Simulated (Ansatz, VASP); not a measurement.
## CoO in VASP and in Ansatz

```
CELL_PARAMETERS angstrom
2.54482 0.00000 0.00000
0.00000 2.57053 0.00000
0.00000 0.00000 2.57053
ATOMIC_POSITIONS crystal
Co 0.00000 0.00000 0.00000
O 0.50000 0.50000 0.50000
```

Change from the starting cell: strain = -0.01.

Alike in both runs: task relaxation of the atoms; functional PBE; k mesh 7 × 7 × 7; occupations fermi-dirac, width 0.05 eV; collinear spin, ferromagnetic start.

|  | VASP | Ansatz |
| --- | --- | --- |
| version | VASP 6.6.1 | Ansatz 0.2.0 |
| potentials or method | VASP PAW PBE potentials, release 64 (Co, O) | Ansatz PAW |
| plane-wave cutoff (eV) | 520 | 420 |
| valence electrons in the cell | 15 | 23 |

|  | VASP | Ansatz | Ansatz less VASP |
| --- | --- | --- | --- |
| gap on the k mesh at the Fermi level, each at its own relaxed structure (eV) | none | none | - |
| net moment per atom (μB) | 1.50 | 1.50 | 0.000 |
| size of the moment on the site where the two differ most (μB) | 0.45 | 0.48 | +0.022 |

Site moments also hang on the region over which each program counts them. A gap of «none» marks a metal or a gap that the smearing closes. The two sets of potentials don't hold the same shells in valence.

Caveats: the relaxation stopped at its first step, so nothing moved; a cell with one magnetic atom can't hold antiferromagnetic order, which such compounds often take; semilocal functionals often make such compounds metallic where correlation or magnetic order opens a gap, which also shifts bond lengths.
